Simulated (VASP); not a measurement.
# Sb (Im-3m) in VASP: further runs

One crystal, Sb, is run at these levels: PBE; tasks: single point.

Program: VASP 6.6.1. These are calculated values, not measurements. Logs are shortened: lines on timing, memory, paths and dates and some standing lists are left out, and cuts for length are marked.

## 1. The structure

Symmetry: Im-3m, No. 229, cubic system. The conventional cell has a = 3.743 Å, b = 3.743 Å, c = 3.743 Å, α = 90.00°, β = 90.00°, γ = 90.00°. Sb (site symmetry m-3m) is surrounded by 8 Sb at 3.24 Å.

This isn't the form of Sb at room conditions, which is rhombohedral.

## 2. Single point, PBE

INCAR reads:

```
SYSTEM = Sb
PREC = Accurate
ENCUT = 300
EDIFF = 1E-6
ISMEAR = 0
SIGMA = 0.05
LREAL = .False.
LASPH = .True.
NELM = 100
ALGO = Normal
ISIF = 2
LWAVE = .False.
LCHARG = .False.
GGA = PE
ADDGRID = .False.
```

KPOINTS reads:

```
Automatic mesh
0
Gamma
  5 5 5
  0 0 0
```

POSCAR reads:

```
Sb
1.0
   -1.8713408863      1.8713408863      1.8713408863
    1.8713408863     -1.8713408863      1.8713408863
    1.8713408863      1.8713408863     -1.8713408863
Sb
1
Direct
    0.0000000000      0.0000000000      0.0000000000
```

Potentials or basis: VASP PAW PBE potentials, release 64 (Sb).

Started as:

```console
cat potpaw_PBE.64/Sb/POTCAR > POTCAR
mpirun -np 1 vasp_std > vasp.out
```

OUTCAR:

```text
SYSTEM = Sb
   PREC = Accurate
   ENCUT = 300
   EDIFF = 1E-6
   ISMEAR = 0
   LREAL = .False.
   LASPH = .True.
   NELM = 100
   ISIF = 2
   GGA = PE

 Found     10 irreducible k-points:

 Following reciprocal coordinates:
            Coordinates               Weight
  0.000000  0.000000  0.000000      1.000000
  0.200000  0.000000  0.000000     12.000000
  0.400000  0.000000  0.000000     12.000000
  0.200000  0.200000  0.000000     24.000000
  0.400000  0.200000  0.000000     24.000000
  0.200000  0.200000  0.200000      8.000000
   k-points           NKPTS =     10   k-points in BZ     NKDIM =     10   number of bands    NBANDS=      6
   number of dos      NEDOS =    301   number of ions     NIONS =      1
   total plane-waves  NPLWV =   5832
   dimension x,y,z NGX =    18 NGY =   18 NGZ =   18
   dimension x,y,z NGXF=    36 NGYF=   36 NGZF=   36
   ions per type =               1
   NGX,Y,Z   is equivalent  to a cutoff of   9.23,  9.23,  9.23 a.u.
   NGXF,Y,Z  is equivalent  to a cutoff of  18.46, 18.46, 18.46 a.u.
 SYSTEM =  Sb
   PREC   = accura    normal or accurate (medium, high low for compatibility)
   ISTART =      0    job   : 0-new  1-cont  2-samecut
   ICHARG =      2    charge: 1-file 2-atom 10-const
   ISPIN  =      1    spin polarized calculation?
   LNONCOLLINEAR =      F non collinear calculations
   LSORBIT =      F    spin-orbit coupling
   LASPH  =      T    aspherical Exc in radial PAW
   ENCUT  =  300.0 eV  22.05 Ry    4.70 a.u.   4.58  4.58  4.58*2*pi/ulx,y,z
   NELM   =    100;   NELMIN=  2; NELMDL= -5     # of ELM steps
   EDIFF  = 0.1E-05   stopping-criterion for ELM
   LREAL  =      F    real-space projection
   EDIFFG = 0.1E-04   stopping-criterion for IOM
   NSW    =      0    number of steps for IOM
   IBRION =     -1    ionic relax: 0-MD 1-quasi-New 2-CG
   NFREE  =      0    steps in history (QN), initial steepest desc. (CG)
   ISIF   =      2    stress and relaxation
   ISYM   =      2    0-nonsym 1-usesym 2-fastsym
   POTIM  = 0.5000    time-step for ionic-motion
   TEBEG  =    0.0;   TEEND  =   0.0 temperature during run
   PSTRESS=    0.0 pullay stress
   NELECT =       5.0000    total number of electrons
   NUPDOWN=      -1.0000    fix difference up-down
   EMIN   =  10.00;   EMAX   =-10.00  energy-range for DOS
   EFERMI =   0.00;   METHOD = LEGACY
   ISMEAR =     0;   SIGMA  =   0.05  broadening in eV -4-tet -1-fermi 0-gaus
   EFERMI_NEDOS =   21; number of points for ismear=-14 and -15
   IALGO  =     38    algorithm
   IMIX   =      4    mixing-type and parameters
     AMIX     =   0.40;   BMIX     =  1.00
     AMIX_MAG =   1.60;   BMIX_MAG =  1.00
  volume/ion in A,a.u.               =      26.21       176.89
  Fermi-wavevector in a.u.,A,eV,Ry     =   0.942378  1.780837 12.083018  0.888077
  Thomas-Fermi vector in A             =   2.069982
   LORBIT       =      0    0 simple, 1 ext, 2 COOP (PROOUT), +10 PAW based schemes
   GGA     = PE    functional components
   LHFCALC =     F    Hartree Fock is set to
   AEXX    =    0.0000 exact exchange contribution
   IVDW    =     0    specifies the selected vdW correction
   LEPSILON=     F    determine dielectric tensor
   LRPA    =     F    only Hartree local field effects (RPA)
 non-spin polarized calculation
 Gauss-broadening in eV      SIGMA  =   0.05
  energy-cutoff  :      300.00
  volume of cell :       26.21
 maximum number of plane-waves:       321
 NGX is ok and might be reduce to    18
   NGX =  9   NGY =  9   NGZ =  9

 number of electron       5.0000002 magnetization

 Free energy of the ion-electron system (eV)
  ---------------------------------------------------
  ext. energy  EPLUGINS =         0.00000000
  ---------------------------------------------------
  free energy    TOTEN  =        -3.86196982 eV

  energy without entropy =       -3.85187254  energy(sigma->0) =       -3.85692118

 E-fermi :   8.9111     XC(G=0): -10.3538

 val. band max:        8.9035951312   @ k =   0.2000   0.2000   0.0000
 cond. band min:       8.9284506771   @ k =  -0.4000   0.4000   0.2000
 fundamental gap:      0.0248555459
 Fermi energy:         8.9110990701

 k-point     1 :       0.0000    0.0000    0.0000
  band No.  band energies     occupation
      1      -4.2603      2.00000
      2      14.4928      0.00000
      3      14.4928      0.00000
      4      14.4928      0.00000
      5      19.4415      0.00000
      6      19.4415      0.00000

 k-point     2 :       0.2000    0.0000    0.0000
  band No.  band energies     occupation
      1      -3.4054      2.00000
      2       9.9804      0.00000
      3      12.5853      0.00000
      4      13.8024      0.00000
      5      16.9598      0.00000
      6      17.2442      0.00000

 k-point     3 :       0.4000    0.0000    0.0000
  band No.  band energies     occupation
      1      -1.0121      2.00000
      2       4.4102      2.00000
      3      10.7871      0.00000
      4      12.7818      0.00000
      5      15.4869      0.00000
      6      15.9173      0.00000

 k-point     4 :       0.2000    0.2000    0.0000
  band No.  band energies     occupation
      1      -1.7526      2.00000
      2       6.7971      2.00000
      3       8.9036      1.16808
      4      12.0989      0.00000
      5      17.1456      0.00000
      6      18.1247      0.00000

 k-point     5 :       0.4000    0.2000    0.0000
  band No.  band energies     occupation
      1       0.3932      2.00000
      2       3.7311      2.00000
      3       7.3257      2.00000
      4      11.4257      0.00000
      5      16.8661      0.00000
      6      19.6115      0.00000

 k-point     6 :       0.2000    0.2000    0.2000
  band No.  band energies     occupation
      1       0.2661      2.00000
      2       5.0416      2.00000
      3       7.3649      2.00000
      4       7.3649      2.00000
      5      21.9810      0.00000
      6      21.9810      0.00000

 [... further k-points ...]

------------------------ aborting loop because EDIFF is reached ----------------------------------------

  FORCE on cell =-STRESS in cart. coord.  units (eV):
  Direction    XX          YY          ZZ          XY          YZ          ZX
  --------------------------------------------------------------------------------------
  -------------------------------------------------------------------------------------
  Total        0.1755468      0.1755468      0.1755468     -0.0000000      0.0000000     -0.0000000
  in kB       10.7296328     10.7296328     10.7296328     -0.0000000      0.0000000     -0.0000000
  external PRESSURE =      10.7296328 kB  Pullay stress =       0.0000000 kB

 VOLUME and BASIS-vectors are now :
 -----------------------------------------------------------------------------
  energy-cutoff  :      300.00
  volume of cell :       26.21
      direct lattice vectors                 reciprocal lattice vectors
    -1.871340886  1.871340886  1.871340886     0.000000000  0.267188092  0.267188092
     1.871340886 -1.871340886  1.871340886     0.267188092  0.000000000  0.267188092
     1.871340886  1.871340886 -1.871340886     0.267188092  0.267188092  0.000000000

 POSITION                                       TOTAL-FORCE (eV/Angst)
 -----------------------------------------------------------------------------------
      0.00000      0.00000      0.00000         0.000000     -0.000000     -0.000000
 -----------------------------------------------------------------------------------
    total drift:                                0.000000      0.000000      0.000000

  FREE ENERGIE OF THE ION-ELECTRON SYSTEM (eV)
  ---------------------------------------------------
  free  energy   TOTEN  =        -3.8619698201 eV

  energy  without entropy=       -3.8518725447  energy(sigma->0) =       -3.85692118
```

Wall time 3 s (1 thread of AMD EPYC 7R43 (Zen 3), shared host); peak memory 0.08 GiB.

The run converged, but some of its settings lie outside the range that counts as converged, so its numbers aren't taken as properties of the crystal.

What came out:

- Free energy: -3.8620 eV
- Pressure: 1.1 GPa
- Band gap on the k mesh: none (metal or under the smearing width)

Caveat: the k mesh is coarse (spacing up to 0.47 Å⁻¹), so the values aren't converged.

## 3. Single point, PBE

INCAR is that of step 2.

KPOINTS is that of step 2.

POSCAR reads:

```
Sb
1.0
   -1.8488020000      1.8498240000      1.9110830000
    1.8778730000     -1.8297390000      1.9200690000
    1.8451380000      1.8260750000     -1.8909980000
Sb
1
Direct
   -0.0010080000      0.0132760000      0.0062290000
```

Potentials or basis: VASP PAW PBE potentials, release 64 (Sb).

Started as:

```console
cat potpaw_PBE.64/Sb/POTCAR > POTCAR
mpirun -np 1 vasp_std > vasp.out
```

OUTCAR:

```text
SYSTEM = Sb
   PREC = Accurate
   ENCUT = 300
   EDIFF = 1E-6
   ISMEAR = 0
   LREAL = .False.
   LASPH = .True.
   NELM = 100
   ISIF = 2
   GGA = PE

 Found     63 irreducible k-points:

 Following reciprocal coordinates:
            Coordinates               Weight
  0.000000  0.000000  0.000000      1.000000
  0.200000 -0.000000  0.000000      2.000000
  0.400000  0.000000  0.000000      2.000000
 -0.000000  0.200000  0.000000      2.000000
  0.200000  0.200000  0.000000      2.000000
  0.400000  0.200000  0.000000      2.000000
   k-points           NKPTS =     63   k-points in BZ     NKDIM =     63   number of bands    NBANDS=      6
   number of dos      NEDOS =    301   number of ions     NIONS =      1
   total plane-waves  NPLWV =   5832
   dimension x,y,z NGX =    18 NGY =   18 NGZ =   18
   dimension x,y,z NGXF=    36 NGYF=   36 NGZF=   36
   ions per type =               1
   NGX,Y,Z   is equivalent  to a cutoff of   9.24,  9.21,  9.32 a.u.
   NGXF,Y,Z  is equivalent  to a cutoff of  18.48, 18.42, 18.63 a.u.
 SYSTEM =  Sb
   PREC   = accura    normal or accurate (medium, high low for compatibility)
   ISTART =      0    job   : 0-new  1-cont  2-samecut
   ICHARG =      2    charge: 1-file 2-atom 10-const
   ISPIN  =      1    spin polarized calculation?
   LNONCOLLINEAR =      F non collinear calculations
   LSORBIT =      F    spin-orbit coupling
   LASPH  =      T    aspherical Exc in radial PAW
   ENCUT  =  300.0 eV  22.05 Ry    4.70 a.u.   4.57  4.59  4.54*2*pi/ulx,y,z
   NELM   =    100;   NELMIN=  2; NELMDL= -5     # of ELM steps
   EDIFF  = 0.1E-05   stopping-criterion for ELM
   LREAL  =      F    real-space projection
   EDIFFG = 0.1E-04   stopping-criterion for IOM
   NSW    =      0    number of steps for IOM
   IBRION =     -1    ionic relax: 0-MD 1-quasi-New 2-CG
   NFREE  =      0    steps in history (QN), initial steepest desc. (CG)
   ISIF   =      2    stress and relaxation
   ISYM   =      2    0-nonsym 1-usesym 2-fastsym
   POTIM  = 0.5000    time-step for ionic-motion
   TEBEG  =    0.0;   TEEND  =   0.0 temperature during run
   PSTRESS=    0.0 pullay stress
   NELECT =       5.0000    total number of electrons
   NUPDOWN=      -1.0000    fix difference up-down
   EMIN   =  10.00;   EMAX   =-10.00  energy-range for DOS
   EFERMI =   0.00;   METHOD = LEGACY
   ISMEAR =     0;   SIGMA  =   0.05  broadening in eV -4-tet -1-fermi 0-gaus
   EFERMI_NEDOS =   21; number of points for ismear=-14 and -15
   IALGO  =     38    algorithm
   IMIX   =      4    mixing-type and parameters
     AMIX     =   0.40;   BMIX     =  1.00
     AMIX_MAG =   1.60;   BMIX_MAG =  1.00
  volume/ion in A,a.u.               =      26.21       176.89
  Fermi-wavevector in a.u.,A,eV,Ry     =   0.942378  1.780837 12.083020  0.888077
  Thomas-Fermi vector in A             =   2.069982
   LORBIT       =      0    0 simple, 1 ext, 2 COOP (PROOUT), +10 PAW based schemes
   GGA     = PE    functional components
   LHFCALC =     F    Hartree Fock is set to
   AEXX    =    0.0000 exact exchange contribution
   IVDW    =     0    specifies the selected vdW correction
   LEPSILON=     F    determine dielectric tensor
   LRPA    =     F    only Hartree local field effects (RPA)
 non-spin polarized calculation
 Gauss-broadening in eV      SIGMA  =   0.05
  energy-cutoff  :      300.00
  volume of cell :       26.21
 maximum number of plane-waves:       321
 NGX is ok and might be reduce to    18
   NGX =  9   NGY =  9   NGZ =  9

 number of electron       5.0000000 magnetization

 Free energy of the ion-electron system (eV)
  ---------------------------------------------------
  ext. energy  EPLUGINS =         0.00000000
  ---------------------------------------------------
  free energy    TOTEN  =        -3.89256173 eV

  energy without entropy =       -3.88915161  energy(sigma->0) =       -3.89085667

 E-fermi :   8.9334     XC(G=0): -10.3521

 val. band max:        8.9311523044   @ k =  -0.2000  -0.4000   0.4000
 cond. band min:       8.9412991817   @ k =  -0.2000  -0.2000   0.4000
 fundamental gap:      0.0101468773
 Fermi energy:         8.9334060563

 k-point     1 :       0.0000    0.0000    0.0000
  band No.  band energies     occupation
      1      -4.2603      2.00000
      2      14.2734      0.00000
      3      14.5144      0.00000
      4      14.6676      0.00000
      5      19.1227      0.00000
      6      19.3506      0.00000

 k-point     2 :       0.2000   -0.0000    0.0000
  band No.  band energies     occupation
      1      -3.4206      2.00000
      2       9.8421      0.00000
      3      12.6449      0.00000
      4      13.9063      0.00000
      5      17.0078      0.00000
      6      17.3889      0.00000
[... 28 lines left out ...]
 k-point     6 :       0.4000    0.2000    0.0000
  band No.  band energies     occupation
      1       0.2855      2.00000
      2       3.7069      2.00000
      3       7.3222      2.00000
      4      11.6791      0.00000
      5      17.1490      0.00000
      6      19.5213      0.00000

 [... further k-points ...]

------------------------ aborting loop because EDIFF is reached ----------------------------------------

  FORCE on cell =-STRESS in cart. coord.  units (eV):
  Direction    XX          YY          ZZ          XY          YZ          ZX
  --------------------------------------------------------------------------------------
  -------------------------------------------------------------------------------------
  Total       -0.1782672     -0.1574565      0.8146950     -0.0492201      0.0511290     -0.0413522
  in kB      -10.8959065     -9.6239298     49.7951442     -3.0083934      3.1250639     -2.5274973
  external PRESSURE =       9.7584360 kB  Pullay stress =       0.0000000 kB

 VOLUME and BASIS-vectors are now :
 -----------------------------------------------------------------------------
  energy-cutoff  :      300.00
  volume of cell :       26.21
      direct lattice vectors                 reciprocal lattice vectors
    -1.848802000  1.849824000  1.911083000    -0.001760844  0.270622024  0.259612708
     1.877873000 -1.829739000  1.920069000     0.266576263 -0.001149462  0.259001326
     1.845138000  1.826075000 -1.890998000     0.268894891  0.272329269 -0.003468089

 POSITION                                       TOTAL-FORCE (eV/Angst)
 -----------------------------------------------------------------------------------
     -1.81051      1.83504      1.92287         0.000000      0.000000     -0.000000
 -----------------------------------------------------------------------------------
    total drift:                               -0.000000     -0.000001     -0.000001

  FREE ENERGIE OF THE ION-ELECTRON SYSTEM (eV)
  ---------------------------------------------------
  free  energy   TOTEN  =        -3.8925617346 eV

  energy  without entropy=       -3.8891516051  energy(sigma->0) =       -3.89085667
```

OSZICAR:

```text
N       E                     dE             d eps       ncg     rms          rms(c)
DAV:   1     0.395164453765E+01    0.39516E+01   -0.12185E+03   756   0.337E+02
DAV:   2    -0.379199298606E+01   -0.77436E+01   -0.73050E+01  1050   0.595E+01
DAV:   3    -0.389662821618E+01   -0.10464E+00   -0.10276E+00   894   0.747E+00
DAV:   4    -0.389698538929E+01   -0.35717E-03   -0.35715E-03  1134   0.551E-01
DAV:   5    -0.389698617489E+01   -0.78560E-06   -0.78710E-06   876   0.161E-02    0.185E+00
DAV:   6    -0.389403886322E+01    0.29473E-02   -0.22945E-03   894   0.333E-01    0.106E+00
DAV:   7    -0.389254063609E+01    0.14982E-02   -0.47856E-03   786   0.474E-01    0.644E-02
DAV:   8    -0.389256109671E+01   -0.20461E-04   -0.71081E-05  1146   0.798E-02    0.733E-03
DAV:   9    -0.389256173462E+01   -0.63791E-06   -0.90602E-07   846   0.885E-03
   1 F= -.38925617E+01 E0= -.38908567E+01  d E =-.341013E-02
```

stdout:

```text
POSCAR found type information on POSCAR Sb
 POSCAR found :  1 types and       1 ions
 scaLAPACK will be used
 LDA part: xc-table for (Slater+PW92), standard interpolation
 POSCAR, INCAR and KPOINTS ok, starting setup
 FFT: planning ... GRIDC
 FFT: planning ... GRID_SOFT
 FFT: planning ... GRID
 WAVECAR not read
 entering main loop
```

It took 6.6 s on 1 thread of AMD EPYC 7R43 (Zen 3), shared host; peak memory 0.08 GiB.

These settings aren't checked as converged: the numbers below hold their error.

Results:

* Free energy: -3.8926 eV
* Pressure: 1.0 GPa
* Band gap on the k mesh: none (metal or under the smearing width)

Caveat: the k mesh is coarse (spacing up to 0.48 Å⁻¹), so the values aren't converged.

## 4. Single point, PBE

INCAR: that of step 3 with these lines changed.

```diff
@@ -2,3 +2,3 @@
 PREC = Accurate
-ENCUT = 300
+ENCUT = 350
 EDIFF = 1E-6
```

KPOINTS is that of step 3.

POSCAR reads:

```
Sb
1.0
   -1.8713408863      1.8713408863      1.8713408863
    1.8713408863     -1.8713408863      1.8713408863
    1.8713408863      1.8713408863     -1.8713408863
Sb
1
Direct
    0.0000000000      0.0000000000      0.0000000000
```

Started as:

```console
cat potpaw_PBE.64/Sb/POTCAR > POTCAR
mpirun -np 1 vasp_std > vasp.out
```

Run time: 2.5 s. Hardware: 1 thread of AMD EPYC 7R43 (Zen 3), shared host; peak memory 0.08 GiB.

The run converged, but some of its settings lie outside the range that counts as converged, so its numbers aren't taken as properties of the crystal.

Results:

* Free energy: -3.8621 eV
* Pressure: 1.1 GPa
* Band gap on the k mesh: none (metal or under the smearing width)

Caveat: the k mesh is coarse (spacing up to 0.47 Å⁻¹), so the values aren't converged.

[end of part 1 of 2]
